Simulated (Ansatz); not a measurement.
## PtSe2: course of a relaxation

The calculation used DFT r2SCAN, scalar-relativistic, plane waves, PAW (Ansatz). Settings: 500 eV cutoff, 12×12×6 k-mesh, Gaussian smearing of 0.02 eV, no spin polarisation.

What was changed: biaxial strain in the a-b plane, c and atoms relaxed: -1.0 %.

Spin–orbit coupling is left out, which can shift energies with elements as heavy as these.

Command:

```bash
ansatz run input.yaml --threads 1 --pin off --max-ram 2560MiB --backend cpu --events-out ev --progress --plain --runs-dir out
```

Input:

```yaml
crystal:
  lattice:
    - [3.6803074578, 0.0, 0.0]
    - [-1.8401537289, 3.1872397522, 0.0]
    - [0.0, 0.0, 5.8567841653]
  atoms:
    - { symbol: Pt, position: [0.0, 0.0, 0.0] }
    - { symbol: Se, position: [0.6666666667, 0.3333333333, 0.7747925649] }
    - { symbol: Se, position: [0.3333333333, 0.6666666667, 0.2252074351] }
basis:
  ecutwfc: 500
kpoints:
  mp_grid: { grid: [12, 12, 6] }
hamiltonian:
  xc: r2scan
scf:
  occupations: { method: gaussian, width: 0.02 }
output:
  forces: true
  stress: true
  eigenvalues: true
relax:
  adjacent_minimum: "off"
  f_tol: 0.008
  max_steps: 40
  cell: { stress_tol: 0.015, fix: [a, b, gamma] }
```

F is the free energy. Steps run on the plane waves of an earlier cell, but the last one, and at times one on the way, on a freshly chosen basis, so a repeated geometry can differ a little in energy. The held parts of the cell keep their stress, so P needn't end at zero.

Steps:

```csv
step,F − F(1) (eV),largest force component (eV/Å),V (Å³/atom),P (GPa)
1,0.0000,0.143,22.900,2.04
2,-0.0003,0.144,23.009,0.56
3,-0.0021,0.006,23.062,1.20
4,-0.0022,0.004,23.146,1.20
5,-0.0023,0.005,23.305,1.12
6,-0.0023,0.001,23.320,1.09
7,-0.0024,0.001,23.320,1.09
```

Relaxed structure:

```
CELL_PARAMETERS angstrom
3.68031 0.00000 0.00000
-1.84015 3.18724 0.00000
0.00000 0.00000 5.96431
ATOMIC_POSITIONS crystal
Pt 0.00000 0.00000 0.00000
Se 0.66667 0.33333 0.77680
Se 0.33333 0.66667 0.22320
```

It takes space group P-3m1 (No. 164, trigonal). Conventional cell: a = 3.680 Å, b = 3.680 Å, c = 5.964 Å, α = 90.00°, β = 90.00°, γ = 120.00°. Pt (site symmetry -3m) is surrounded by 6 Se at 2.51 Å. Around Se (site symmetry 3m) lie 3 Pt at 2.51 Å.

The run converged. It took 4.4 min on 1 thread of Intel(R) Xeon(R) Processor @ 2.50GHz (Skylake/Cascade Lake), with other jobs on the host, peak memory 0.67 GiB.